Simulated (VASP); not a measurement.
# CdSe, band structure: which settings are enough?

CdSe, P6_3mc (no. 186), 4 atoms in the cell. PBE; PAW potentials Cd, Se (PBE set). VASP 6.6.1.

Wanted: band energies at the path's corners within 0.02 eV; smallest gap over path and mesh within 0.01 eV.

What the run is for: bands; Accuracy asked: standard; Route: fixed density (ICHARG 11).

Band energies at the path's corners: counted from the valence top.

POSCAR:
```
CdSe
1.0
    4.3000000000      0.0000000000      0.0000000000
   -2.1500000000      3.7239092363      0.0000000000
    0.0000000000      0.0000000000      7.0200000000
Cd Se
2 2
Direct
    0.6666666667      0.3333333333      0.5000000000
    0.3333333333      0.6666666667      0.0000000000
    0.6666666667      0.3333333333      0.8850000000
    0.3333333333      0.6666666667      0.3850000000
```

The series start from Plane-wave cutoff (eV): 320; k-point mesh: 5 × 5 × 3; k points a path segment: 12; Electronic threshold (eV): 1e-6; Precision mode (PREC): Accurate; Bands in all (NBANDS): 32; Aspherical gradient terms in the spheres (LASPH): yes. Each series keeps the choices made before it, and each single choice may use up half of a tolerance. Times cover all steps of a run.

## Plane-wave cutoff (eV)

| Plane-wave cutoff (eV) | Band energies at the path's corners, largest deviation (eV) | Smallest gap over path and mesh (eV) | Time (s) |
|---|---|---|---|
| 220 | 0.009 | 0.696 | 30 |
| 280 | 0.006 | 0.693 | 32 |
| 320 | 0.006 | 0.694 | 60 |
| 360 | 0.004 | 0.696 | 63 |
| 440 | 0.000 | 0.699 | 77 |
| 550 (reference) | 0.000 | 0.700 | 109 |

Chosen: 360, the loosest value from which every tighter one stays within half of the tolerance.

## k-point mesh

| k-point mesh | Band energies at the path's corners, largest deviation (eV) | Smallest gap over path and mesh (eV) | Time (s) |
|---|---|---|---|
| 2 × 2 × 1 | 0.113 | 0.617 | 48 |
| 3 × 3 × 2 | 0.035 | 0.674 | 52 |
| 4 × 4 × 2 | 0.011 | 0.692 | 70 |
| 5 × 5 × 3 | 0.004 | 0.696 | 63 |
| 6 × 6 × 3 | 0.002 | 0.698 | 73 |
| 8 × 8 × 4 (reference) | 0.000 | 0.699 | 87 |

Chosen: 5 × 5 × 3.

## Electronic threshold (eV)

| Electronic threshold (eV) | Band energies at the path's corners, largest deviation (eV) | Smallest gap over path and mesh (eV) | Time (s) |
|---|---|---|---|
| 0.001 | 0.009 | 0.687 | 28 |
| 0.0001 | 0.000 | 0.695 | 27 |
| 1e-5 | 0.000 | 0.695 | 26 |
| 1e-6 | 0.000 | 0.696 | 37 |
| 1e-7 (reference) | 0.000 | 0.696 | 36 |

Chosen: 0.0001.

## Precision mode (PREC)

| Precision mode (PREC) | Band energies at the path's corners, largest deviation (eV) | Smallest gap over path and mesh (eV) | Time (s) |
|---|---|---|---|
| SingleN | 0.001 | 0.697 | 20 |
| Normal | 0.000 | 0.695 | 21 |
| Accurate (reference) | 0.000 | 0.695 | 27 |

Chosen: SingleN.

## Bands in all (NBANDS)

| Bands in all (NBANDS) | Band energies at the path's corners, largest deviation (eV) | Smallest gap over path and mesh (eV) | Time (s) |
|---|---|---|---|
| 20 | 0.002 | 0.695 | 11 |
| 21 | 0.001 | 0.696 | 14 |
| 22 | 0.001 | 0.696 | 12 |
| 24 | 0.002 | 0.697 | 14 |
| 32 | 0.000 | 0.697 | 20 |
| 42 (reference) | 0.000 | 0.697 | 21 |

Chosen: 20.

## Aspherical gradient terms in the spheres (LASPH)

| Aspherical gradient terms in the spheres (LASPH) | Band energies at the path's corners, largest deviation (eV) | Smallest gap over path and mesh (eV) | Time (s) |
|---|---|---|---|
| no | 0.000 | 0.695 | 10 |
| yes (reference) | 0.000 | 0.695 | 11 |

Chosen: no.

Also changed on the way, by series that aren't shown: k points a path segment: 5.

## All choices together

| Input | Band energies at the path's corners, largest deviation (eV) | Smallest gap over path and mesh (eV) | Time (s) |
|---|---|---|---|
| the program's defaults (naive) | 0.017 | 0.688 | 22 |
| chosen settings | 0.008 | 0.695 | 10 |
| reference settings throughout | 0.000 | 0.703 | 396 |

The tolerance is met.

## The input

INCAR.step1:
```
  GGA = PE
  ISMEAR = 0
  SIGMA = 0.03
  LWAVE = F
  LCHARG = T
  NBANDS = 20
  PREC = SingleN
  LASPH = F
  LREAL = F
  ALGO = Normal
  EDIFF = 1E-4
  NELM = 120
  GGA_COMPAT = F
  ENCUT = 360
  EFERMI = MIDGAP
```

INCAR.step2, as INCAR.step1 but for:
```
- LCHARG = T
+ LCHARG = F
+ ICHARG = 11
```

KPOINTS.step1:
```
Automatic mesh
0
Gamma
  5 5 3
  0 0 0
```

KPOINTS.step2:
```
path GMKGALHA,LM,KH
5
line-mode
reciprocal
 0.0000000000  0.0000000000  0.0000000000  G
 0.5000000000  0.0000000000  0.0000000000  M

 0.5000000000  0.0000000000  0.0000000000  M
 0.3333333333  0.3333333333  0.0000000000  K

 0.3333333333  0.3333333333  0.0000000000  K
 0.0000000000  0.0000000000  0.0000000000  G

 0.0000000000  0.0000000000  0.0000000000  G
 0.0000000000  0.0000000000  0.5000000000  A

 0.0000000000  0.0000000000  0.5000000000  A
 0.5000000000  0.0000000000  0.5000000000  L

 0.5000000000  0.0000000000  0.5000000000  L
 0.3333333333  0.3333333333  0.5000000000  H

 0.3333333333  0.3333333333  0.5000000000  H
 0.0000000000  0.0000000000  0.5000000000  A

 0.5000000000  0.0000000000  0.5000000000  L
 0.5000000000  0.0000000000  0.0000000000  M

 0.3333333333  0.3333333333  0.0000000000  K
 0.3333333333  0.3333333333  0.5000000000  H
```

Commands (each step's output is kept before the next begins):
```
cat potpaw_PBE.64/Cd/POTCAR potpaw_PBE.64/Se/POTCAR > POTCAR
cp INCAR.step1 INCAR
cp KPOINTS.step1 KPOINTS
mpirun -np 1 vasp_std > vasp.out
cp INCAR.step2 INCAR
cp KPOINTS.step2 KPOINTS
mpirun -np 1 vasp_std > vasp.out
```

Limits: PBE gaps are mostly well below measured ones.

The chosen input took VASP 6.6.1 10 s on 1 core (Intel Xeon 6975P-C (Granite Rapids)), a shared host.

## An input that fails: too few electronic steps

The electronic loop stops at its limit of 4 steps.

Changes against the starting input:
```
- NELM = 120
+ NELM = 4
```
